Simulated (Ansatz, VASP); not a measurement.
## Two plane-wave programs on Zr

The input INCAR:

```
SYSTEM = Zr
  ALGO = Normal
  EDIFF = 1E-6
  ENCUT = 520
  GGA = PE
  ISIF = 2
  ISMEAR = 0
  LASPH = .True.
  LCHARG = .True.
  LELF = .True.
  LREAL = .False.
  LVHAR = .True.
  LWAVE = .False.
  NBANDS = 19
  NELM = 100
  PREC = Accurate
  SIGMA = 0.02
```

The input KPOINTS:

```
k-points
0
Gamma
  9 9 5
  0 0 0
```

The input POSCAR:

```
Zr
3.232
    1.000000000000      0.000000000000      0.000000000000
   -0.500000000000      0.866025403775      0.000000000000
    0.000000000000      0.000000000000      1.592512376238
Zr
2
Direct
    0.6666666667      0.3333333333      0.7500000000
    0.3333333333      0.6666666667      0.2500000000
```

The input input.yaml:

```yaml
crystal:
  lattice:
    - [3.232, 0.0, 0.0]
    - [-1.616, 2.798994105, 0.0]
    - [0.0, 0.0, 5.147]
  atoms:
    - { symbol: Zr, position: [0.6666666667, 0.3333333333, 0.75] }
    - { symbol: Zr, position: [0.3333333333, 0.6666666667, 0.25] }
hamiltonian:
  xc: pbe
  pseudopotentials: { kind: paw }
kpoints:
  mp_grid: { grid: [9, 9, 5] }
scf:
  occupations: { method: gaussian, width: 0.02 }
output:
  forces: true
  stress: true
  eigenvalues: true
  write_density: true
  write_potential: true
  elf: true
  volumetric_format: npy
```

Alike in both runs: task single point; functional PBE; k mesh 9 × 9 × 5; occupations gaussian, width 0.02 eV; no spin polarisation.

|  | VASP | Ansatz |
| --- | --- | --- |
| version | VASP 6.6.1 | Ansatz 0.2.0 |
| potentials or method | VASP PAW PBE potentials, release 64 (Zr_sv) | Ansatz PAW |
| plane-wave cutoff (eV) | 520 | 420 |
| valence electrons in the cell | 24 | 24 |

```tsv
	VASP	Ansatz	Ansatz less VASP
gap on the k mesh at the Fermi level (eV)	none	none	-
pressure (GPa)	0.6	0.6	-0.04
largest component of the traceless stress (GPa)	0.73	0.74	+0.008
```

A gap of «none» marks a metal or a gap that the smearing closes.
